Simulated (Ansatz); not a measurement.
# Nb (Im-3m) in Ansatz: convergence with smearing width

Aim: find how far smearing width must go before the results for Nb settle, at PBE. This setting moves, with any that are tied to it; all else stays.

Everything below comes from runs of Ansatz 0.2.0. Logs are shortened: lines on timing, memory, paths and dates and some standing lists are left out, and cuts for length are marked.

## (1) The crystal as given

It takes space group Im-3m (No. 229, cubic). Conventional cell: a = 3.328 Å, b = 3.328 Å, c = 3.328 Å, α = 90.00°, β = 90.00°, γ = 90.00°. Nb (site symmetry m-3m) has 8 Nb at 2.88 Å as nearest neighbours.

## (2) With smearing width 0.3 eV

File input.yaml:

```yaml
crystal:
  lattice:
    - [-1.66395, 1.66395, 1.66395]
    - [1.66395, -1.66395, 1.66395]
    - [1.66395, 1.66395, -1.66395]
  atoms:
    - { symbol: Nb, position: [0.0, 0.0, 0.0] }
hamiltonian:
  xc: pbe
  pseudopotentials: { kind: paw_fr }
magnetization:
  noncollinear: true
  spin_orbit: true
kpoints:
  mp_grid: { grid: [9, 9, 9] }
scf:
  occupations: { method: cold, width: 0.3 }
output:
  forces: true
  stress: true
  eigenvalues: true
```

Potentials or basis: Ansatz PAW.

On the command line:

```
ansatz run input.yaml --threads 2 --pin off --max-ram 5632MiB --backend cpu --events-out ev --progress --plain --runs-dir out
```

Run time: 3.4 s. Hardware: 2 threads of Intel Xeon at 2.50GHz (Skylake/Cascade Lake), shared host; peak memory 0.33 GiB.

What came out:

| Item | Value |
| --- | --- |
| Free energy | -4553.2854 eV |
| Pressure | -3.0 GPa |
| Band gap on the k mesh | none (metal or under the smearing width) |

## (3) With smearing width 0.2 eV

Edit input.yaml of step 2 so:

```diff
@@ -16,3 +16,3 @@
 scf:
-  occupations: { method: cold, width: 0.3 }
+  occupations: { method: cold, width: 0.2 }
 output:
```

Potentials or basis: Ansatz PAW.

On the command line:

```
ansatz run input.yaml --threads 2 --pin off --max-ram 5632MiB --backend cpu --events-out ev --progress --plain --runs-dir out
```

Wall time 3.3 s (2 threads of Intel Xeon at 2.50GHz (Skylake/Cascade Lake), shared host); peak memory 0.33 GiB.

Results:

* Free energy: -4553.2871 eV
* Pressure: -3.0 GPa
* Band gap on the k mesh: none (metal or under the smearing width)

## (4) With smearing width 0.15 eV

Edit input.yaml of step 3 so:

```diff
@@ -16,3 +16,3 @@
 scf:
-  occupations: { method: cold, width: 0.2 }
+  occupations: { method: cold, width: 0.15 }
 output:
```

On the command line:

```
ansatz run input.yaml --threads 2 --pin off --max-ram 5632MiB --backend cpu --events-out ev --progress --plain --runs-dir out
```

It took 2.8 s on 2 threads of Intel Xeon at 2.50GHz (Skylake/Cascade Lake), shared host; peak memory 0.33 GiB.

Results:

* Free energy: -4553.2880 eV
* Pressure: -3.0 GPa
* Band gap on the k mesh: none (metal or under the smearing width)

## (5) With smearing width 0.1 eV

Edit input.yaml of step 4 so:

```diff
@@ -16,3 +16,3 @@
 scf:
-  occupations: { method: cold, width: 0.15 }
+  occupations: { method: cold, width: 0.1 }
 output:
```

On the command line:

```
ansatz run input.yaml --threads 2 --pin off --max-ram 5632MiB --backend cpu --events-out ev --progress --plain --runs-dir out
```

Run time: 2.7 s. Hardware: 2 threads of Intel Xeon at 2.50GHz (Skylake/Cascade Lake), shared host; peak memory 0.33 GiB.

Results:

```yaml
Free_energy: -4553.2888 eV
Pressure: -3.0 GPa
Band_gap_on_the_k_mesh: none (metal or under the smearing width)
```

## (6) With smearing width 0.05 eV

Edit input.yaml of step 5 so:

```diff
@@ -16,3 +16,3 @@
 scf:
-  occupations: { method: cold, width: 0.1 }
+  occupations: { method: cold, width: 0.05 }
 output:
```

Potentials or basis: Ansatz PAW.

On the command line:

```
ansatz run input.yaml --threads 2 --pin off --max-ram 5632MiB --backend cpu --events-out ev --progress --plain --runs-dir out
```

Run time: 2.8 s. Hardware: 2 threads of Intel Xeon at 2.50GHz (Skylake/Cascade Lake), shared host; peak memory 0.33 GiB.

Results (log left out):

```
Free energy            : -4553.2883 eV
Pressure               : -3.0 GPa
Band gap on the k mesh : none (metal or under the smearing width)
```

## (7) With smearing width 0.025 eV

Edit input.yaml of step 6 so:

```diff
@@ -16,3 +16,3 @@
 scf:
-  occupations: { method: cold, width: 0.05 }
+  occupations: { method: cold, width: 0.025 }
 output:
```

On the command line:

```
ansatz run input.yaml --threads 2 --pin off --max-ram 5632MiB --backend cpu --events-out ev --progress --plain --runs-dir out
```

Run time: 2.5 s. Hardware: 2 threads of Intel Xeon at 2.50GHz (Skylake/Cascade Lake), shared host; peak memory 0.33 GiB.

The run converged. Its results:

| Property | Result |
| --- | --- |
| Free energy | -4553.2879 eV |
| Pressure | -3.0 GPa |
| Band gap on the k mesh | none (metal or under the smearing width) |

## (8) With smearing width 0.01 eV

Edit input.yaml of step 7 so:

```diff
@@ -16,3 +16,3 @@
 scf:
-  occupations: { method: cold, width: 0.025 }
+  occupations: { method: cold, width: 0.01 }
 output:
```

On the command line:

```
ansatz run input.yaml --threads 2 --pin off --max-ram 5632MiB --backend cpu --events-out ev --progress --plain --runs-dir out
```

Run time: 2.5 s. Hardware: 2 threads of Intel Xeon at 2.50GHz (Skylake/Cascade Lake), shared host; peak memory 0.33 GiB.

It converged, with:

| Quantity | Value |
| --- | --- |
| Free energy | -4553.2879 eV |
| Pressure | -2.9 GPa |
| Band gap on the k mesh | none (metal or under the smearing width) |

## (9) With smearing width 0.005 eV

Edit input.yaml of step 8 so:

```diff
@@ -16,3 +16,3 @@
 scf:
-  occupations: { method: cold, width: 0.01 }
+  occupations: { method: cold, width: 0.005 }
 output:
```

Potentials or basis: Ansatz PAW.

On the command line:

```
ansatz run input.yaml --threads 2 --pin off --max-ram 5632MiB --backend cpu --events-out ev --progress --plain --runs-dir out
```

Standard output:

```text
Warning: RAYON_NUM_THREADS=2 ignored (pool sized by the plan → 2); use --threads N
Engine: ansatz 0.2.0, x86_64-unknown-linux-gnu
Pseudopotentials: kind: paw_fr
Pseudopotential: Nb, paw_fr, valence charge 13, recommended cutoff 420 eV (normal), Nb.paw.azcp#standard-fr
Functional definition: PBE
  parameter kappa = 0.804
  parameter beta = 0.06672455060314922
  exchange = pbe_x(kappa = kappa, mu = beta*pi^2/3)
  correlation = pbe_c(beta = beta)
non-collinear run that drives no moment, with spin-orbit: no starting moment large enough to seed its density (crystal.atoms[].spin), no starting occupations that ask for one, no magnetisation constraint and no magnetic field, so the semilocal B_xc is pinned to zero
Crystal: 1 atoms, lattice volume = 18.428 Å³
Basis set: ecut = 420 eV, 369 PW (Γ), exchange–correlation on 40×40×40 points (8 copies of the dense FFT grid, shifted against one another)
Bands: 22, of which v1, the nominal top of the filled ones, is band 13 counted from 1 (12 counted from 0)
Symmetry: 48 space group operations + 48 with time reversal
Magnetic group: BNS 229.141 (UNI 1643), of the structure as read, at distance tolerance 2.6e-5 Å
k-points: 35 of 729
Projection manifold: j_resolved (fully-relativistic pseudo-atomic orbitals)
Non-local potential: Nb, projectors of the file, l = 0: 3, l = 1: 4, l = 2: 4, l = 3: 2
PAW form: soft (Blöchl's): semilocal exchange-correlation on the pseudo side does not see the compensation charge
PAW one-centre angular grid: Nb, 590 points (default); XC on 64 Gauss nodes
Initial density: superposition of atomic densities (chi_scale 0.1, normalization cell)
Initial wavefunctions: pseudopotential atomic-orbital guess
Functional: x = pbe(κ = 0.804, μ = 0.2195149727645171), c = pbe(β = 0.06672455060314922)
SCF iter   1: F=—  HF=-4553.749130 eV  |F-HF|=—  |Δ(HF+E_count)|=         —  Δρ=7.61e-2  dr2=1.23e0  dr2_m=0.00e0 (ungated)  ethr=3.10e-3  |M|=0.00e0 ∫|m|=0.00e0 μB  |m|>n=0.0e0 m-floor=0.0e0 τ_xc=0.0e0  β_m=0.30  ⟨swp⟩=6.7  Hψ=2031  notcnv=0  defer=2
preconditioner: auto → none  [metal: Δε(μ)=0.070 eV  Ē_g=7.740 eV  σ=0.005 eV  W_gap=0.48  n_scr=0 (ndim 8)  ℏωp=19.3 eV  f_vac=0.000  D(μ)=9.60/eV (n_scr^D=320)]
SCF iter   2: F=—  HF=-4553.387428 eV  |F-HF|=—  |Δ(HF+E_count)|=   3.62e-1  S|Δr|=    0.00e0  Δρ=4.21e-2  dr2=3.12e-1  dr2_m=0.00e0 (ungated)  ethr=3.10e-3  |M|=0.00e0 ∫|m|=0.00e0 μB  |m|>n=0.0e0 m-floor=0.0e0 τ_xc=0.0e0  β_m=0.45  ⟨swp⟩=2.9  Hψ=829  notcnv=0  defer=96
SCF iter   3: F=—  HF=-4553.288391 eV  |F-HF|=—  |Δ(HF+E_count)|=   9.90e-2  S|Δr|=    0.00e0  Δρ=1.16e-2  dr2=9.14e-3  dr2_m=0.00e0 (ungated)  ethr=2.40e-3  |M|=0.00e0 ∫|m|=0.00e0 μB  |m|>n=0.0e0 m-floor=0.0e0 τ_xc=0.0e0  β_m=0.65  ⟨swp⟩=2.9  Hψ=665  notcnv=0  defer=96
SCF iter   4: F=—  HF=-4553.287942 eV  |F-HF|=—  |Δ(HF+E_count)|=   4.49e-4  S|Δr|=    0.00e0  Δρ=1.37e-3  dr2=3.34e-4  dr2_m=0.00e0 (ungated)  ethr=7.03e-5  |M|=0.00e0 ∫|m|=0.00e0 μB  |m|>n=0.0e0 m-floor=0.0e0 τ_xc=0.0e0  β_m=0.82  ⟨swp⟩=3.0  Hψ=699  notcnv=0  defer=96
SCF iter   5: F=—  HF=-4553.287852 eV  |F-HF|=—  |Δ(HF+E_count)|=   9.03e-5  S|Δr|=    0.00e0  Δρ=9.57e-5  dr2=5.09e-7  dr2_m=0.00e0 (ungated)  ethr=2.57e-6  |M|=0.00e0 ∫|m|=0.00e0 μB  |m|>n=0.0e0 m-floor=0.0e0 τ_xc=0.0e0  β_m=0.88  ⟨swp⟩=2.5  Hψ=643  notcnv=0  defer=96
SCF iter   6: F=—  HF=-4553.287853 eV  |F-HF|=—  |Δ(HF+E_count)|=   7.28e-7  S|Δr|=    0.00e0  Δρ=7.30e-6  dr2=4.37e-9  dr2_m=0.00e0 (ungated)  ethr=7.69e-10  |M|=0.00e0 ∫|m|=0.00e0 μB  |m|>n=0.0e0 m-floor=0.0e0 τ_xc=0.0e0  β_m=0.90  ⟨swp⟩=9.0  Hψ=1899  notcnv=0
SCF iter   7: F=-4553.287853 eV  HF=-4553.287853 eV  |F-HF|=7.28e-12  |Δ(HF+E_count)|=  4.77e-10  S|Δr|=    0.00e0  Δρ=2.68e-7  dr2=9.15e-12  dr2_m=0.00e0 (ungated)  ethr=3.36e-11  |M|=0.00e0 ∫|m|=0.00e0 μB  |m|>n=0.0e0 m-floor=0.0e0 τ_xc=0.0e0  ⟨swp⟩=1.6  Hψ=1094  notcnv=0
SCF 1 converged in 7 iterations: F = -4553.287853 eV  dr2 = 9.15e-12
SCF converged after 7 iterations
Stability not checked: this state was not tested for a lower state beside it, because cold or Methfessel-Paxton smearing, or corrected tetrahedra, fill the levels in a way that the test cannot read (fill_not_monotonic; see scf.lower_state_search)
Magnetization: |M| = 0.0000 μB,  M = (+0.0000, +0.0000, +0.0000) μB
Absolute magnetization: 0.0000 μB (∫|m|)
  site 0: m = (+0.0000, +0.0000, +0.0000) μB, |m| = 0.0000 μB  (R = 1.19 Å)
Free energy (F): -4553.287853 eV
Harris-Foulkes:  -4553.287853 eV  (|F-HF|=7.28e-12)
Internal energy: -4553.287792 eV  (E = F + TS)
E sigma→0 (E₀):  -4553.287833 eV
Entropy (-TS):   -0.000061 eV (-0.061 meV/atom)
Fermi energy:    17.277148 eV
--- Per-component energies (eV) ---
  E_band       = -73.700931
  E_kinetic    = 394.207269
  E_local      = -706.705142  (includes V_loc(G=0)·N_el)
  E_nonlocal   = 119.730124
  E_hartree    = 219.738381
  E_xc         = -175.378101
  E_vxc        = -212.741947  (∫ρ·V_xc dr)
  E_paw        = -3074.278376  (= ΣΔE_a)
  E_vpaw       = -107.668087  (= ΣTr[D̂ρ^β])
  E_aug_tail   = 0.000006  (compensation charges beyond the density's cutoff)
  E_ewald      = -1330.601953
  E_smearing   = -0.000061  (= −TS)
  E_closure    = 0.000000  (closes the sum)
  Σ components = -4553.287853   (vs F -4553.287853, Δ=0.00e0)
--- Forces (eV/Å), atoms counted from 1 ---
  atom   1  Nb    -0.00000000     0.00000000     0.00000000
  max |Σ_I F_I| component: 1.97e-30 eV/Å
--- Stress (GPa, compression-positive) ---
       -2.895040      -0.000000      -0.000000
       -0.000000      -2.895040      -0.000000
        0.000000       0.000000      -2.895040
  P = ⅓ Tr σ = -2.8950 GPa (-28.950 kbar)
--- Band table (eV; the first three rows and the last of 35) ---
  k-point 0: bands = ["-37.0417", "-37.0417", "-13.9071", "-13.9071", "-11.7173", "-11.7173", "-11.7173", "-11.7173", "11.4459", "11.4459", "17.6453", "17.6453", "17.6453", "17.6453", "17.7554", "17.7554", "20.5225", "20.5225", "20.5225", "20.5225", "31.3853", "31.3853"]
  k-point 1: bands = ["-37.0158", "-37.0158", "-13.9697", "-13.9697", "-11.8390", "-11.8390", "-11.7411", "-11.7411", "11.9279", "11.9279", "17.3889", "17.3889", "17.5894", "17.5894", "18.1576", "18.1576", "20.1473", "20.1473", "20.5303", "20.5303", "31.7362", "31.7362"]
  k-point 2: bands = ["-36.9497", "-36.9497", "-14.1412", "-14.1412", "-12.1229", "-12.1229", "-11.7975", "-11.7975", "13.0764", "13.0764", "16.7499", "16.7499", "17.2460", "17.2460", "19.4879", "19.4879", "19.9553", "19.9553", "20.6255", "20.6255", "31.7591", "31.7591"]
  k-point 34: bands = ["-36.6677", "-36.6677", "-14.6672", "-14.6672", "-12.6249", "-12.6249", "-12.6041", "-12.6041", "13.8524", "13.8524", "13.9254", "13.9254", "21.8755", "21.8755", "22.0128", "22.0128", "22.5466", "22.5466", "25.5189", "25.5189", "27.1167", "27.1167"]
```

It took 2.5 s on 2 threads of Intel Xeon at 2.50GHz (Skylake/Cascade Lake), shared host; peak memory 0.33 GiB.

Results:

```yaml
Free_energy: -4553.2879 eV
Pressure: -2.9 GPa
Band_gap_on_the_k_mesh: none (metal or under the smearing width)
```

## (10) Summary

| smearing width | energy less the tightest run, at zero smearing (meV/atom) | pressure (GPa) | SCF cycles | CPU time (s) | peak memory (GiB) |
| --- | --- | --- | --- | --- | --- |
| 0.3 eV | 0.96 | -2.97 | 7 | 4.6 | 0.33 |
| 0.2 eV | -0.42 | -3.01 | 7 | 4.5 | 0.33 |
| 0.15 eV | -1.14 | -3.03 | 7 | 4.5 | 0.33 |
| 0.1 eV | -1.21 | -3.03 | 7 | 4.4 | 0.33 |
| 0.05 eV | -0.13 | -2.95 | 7 | 4.6 | 0.33 |
| 0.025 eV | -0.07 | -2.98 | 7 | 4.2 | 0.33 |
| 0.01 eV | -0.05 | -2.95 | 7 | 4.2 | 0.33 |
| 0.005 eV | 0.00 | -2.90 | 7 | 4.2 | 0.33 |

Against the tightest run, the energy stays within 1 meV/atom from 0.05 eV on; the pressure stays within 0.1 GPa from 0.05 eV on. Narrower smearing needs a denser k mesh, so at a fixed mesh the narrowest width isn't the most accurate. The tightest run that finished is the yardstick and may itself not be fully converged.
